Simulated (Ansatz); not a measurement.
Runs of Ansatz 0.2.0 on SnTe. Symmetry: F-43m, No. 216, cubic system. The conventional cell has a = 7.222 Å, b = 7.222 Å, c = 7.222 Å, α = 90.00°, β = 90.00°, γ = 90.00°. Te (site symmetry -43m) has 4 Sn at 3.13 Å as nearest neighbours. Around Sn (site symmetry -43m) lie 4 Te at 3.13 Å. Measurements of this composition are mostly on another form, of space group No. 225.

```csv
task,level,potentials or basis,k mesh,cutoff (eV),basis error allowed,gap on the mesh (eV),pressure (GPa)
band structure,LDA,"all-electron LAPW, scalar-relativistic",7 × 7 × 7,189,0.001 eV/atom,-,-2.2
single point,HSE06,all-electron PAW datasets made for the crystal,6 × 6 × 6,270,-,0.59,-
single point,HSE06,all-electron PAW datasets made for the crystal,4 × 4 × 4,270,-,(b),-
band structure,PBEsol,"all-electron LAPW, scalar-relativistic",7 × 7 × 7,189,0.001 eV/atom,0.29,-1.4
band structure,PBEsol,"all-electron LAPW, non-relativistic",7 × 7 × 7,188,0.001 eV/atom,-,(a)
```

Alike in all rows: no spin polarisation; cell as given; smearing fermi-dirac 0.05 eV.

Problem. Fill in the values left out.

Solution. (a) -0.7; (b) 0.38.

Caveats: spin-orbit coupling is left out, which moves the levels of the heavy elements (some runs); the mesh misses the band edges, which the band path finds closer together (some runs); relativity is left out, which matters for the heavier elements (some runs).

A k mesh can miss the band edges, and the runs leave out spin-orbit coupling on Sn, Te.

Not every run made on this cell is shown here.
